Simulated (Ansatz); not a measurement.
Crystal: Ge.

```
CELL_PARAMETERS angstrom
0.00000 -2.09836 -2.09836
0.00000 2.09836 -2.09836
4.19672 0.00000 0.00000
ATOMIC_POSITIONS crystal
Ge 0.55540 0.49489 0.54849
Ge 0.94460 0.00511 0.95151
```

This isn't the form of Ge at room conditions, which is diamond.

The cell isn't the ideal one: a zone-boundary wave of random shape, sigma 0.15 Å.

* Program: Ansatz 0.2.0
* Task: relaxation of cell and atoms
* Functional: r2SCAN
* Potentials or basis: Ansatz PAW
* Cutoff: 500 eV (not typed: the program's choice for these potentials)
* k mesh: 9 × 9 × 6
* Occupations: fermi-dirac, width 0.05 eV
* Spin: no spin polarisation

At the start: volume 18.48 Å³/atom.

Question: Where does the relaxation end?

Answer: It ends after 15 steps and the volume is 18.67 Å³/atom (+1.1 %); space group Cmmm (No. 65, to 0.05 Å).

The path:
```csv
step,energy change (eV),largest force (eV/Å),volume (Å³)
1,0.0000,1.3850,36.96
2,-0.2113,0.3725,39.35
3,-0.2737,0.1794,38.51
4,-0.3493,0.1550,38.82
5,-0.4349,0.8137,38.17
6,-0.5378,0.3789,38.38
7,-0.5845,0.1600,37.67
8,-0.5914,0.0117,37.44
9,-0.5922,0.0054,37.43
10,-0.5925,0.0065,37.40
11,-0.5925,0.0075,37.39
12,-0.5927,0.0097,37.34
13,-0.5929,0.0018,37.38
14,-0.5930,0.0002,37.35
15,-0.5938,0.0002,37.35
```

Final structure:
```xyz
2
Lattice="0.0000 -1.8529 -1.8529 0.0001 2.0685 -2.0685 4.8725 0.0001 -0.0002" Properties=species:S:1:pos:R:3 pbc="T T T"
Ge    2.4363   -0.3548   -2.4246
Ge    4.8725   -1.3901   -1.3892
```

Caveat: the plane-wave basis is chosen anew once the cell has moved, so the energies of steps on either side of that aren't comparable; the PAW data sets come from PBE, with cores solved anew for the run's functional, which leaves a small shift of forces and pressure.
